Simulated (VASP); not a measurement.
Write the native input for VASP 6.6.1 that does the following.

```
Task                   : electron localisation function
Functional             : revPBE
Dispersion             : D3(BJ)
Potentials or basis    : VASP PAW PBE potentials, release 64 (K_sv)
Cutoff                 : 520 eV
k mesh                 : 7 × 7 × 7
Occupations            : gaussian, width 0.05 eV
Spin                   : no spin polarisation
Further INCAR settings : ALGO = Normal; EDIFF = 1e-06
```

The structure of K lies in POSCAR:

```
K
1.0
   -2.6975585167      2.6975585167      2.6975585167
    2.6975585167     -2.6975585167      2.6975585167
    2.6975585167      2.6975585167     -2.6975585167
K
1
Direct
    0.0000000000      0.0000000000      0.0000000000
```

The input as run:

INCAR

```
PREC = Accurate ; ENCUT = 520
EDIFF = 1E-6 ; ISMEAR = 0
SIGMA = 0.05 ; LREAL = False
LASPH = True ; NELM = 80
ALGO = Normal ; ISIF = 2
LWAVE = False ; LCHARG = True
GGA = RE ; IVDW = 12
LELF = True
```

KPOINTS

```
Automatic mesh
0
Gamma
  7 7 7
```

Potentials or basis: VASP PAW PBE potentials, release 64 (K_sv).

Launch:

```console
$ cat potpaw_PBE.64/K_sv/POTCAR > POTCAR
$ mpirun -np 1 vasp_std > vasp.out
```

It gave:

| Quantity | Value |
| --- | --- |
| Pressure | -0.4 GPa |
| Band gap on the k mesh | none (metal or under the smearing width) |
| Dispersion energy per atom | -0.188 eV |

Caveat: the PAW data sets were made with another functional, which shifts forces and pressure a little; pairwise dispersion overbinds metals, which lowers pressure and volume.

Run time: 9.6 s on 1 thread of AMD EPYC 7R43 64-Core Processor (Zen 3), on a shared host, peak memory 0.17 GiB.
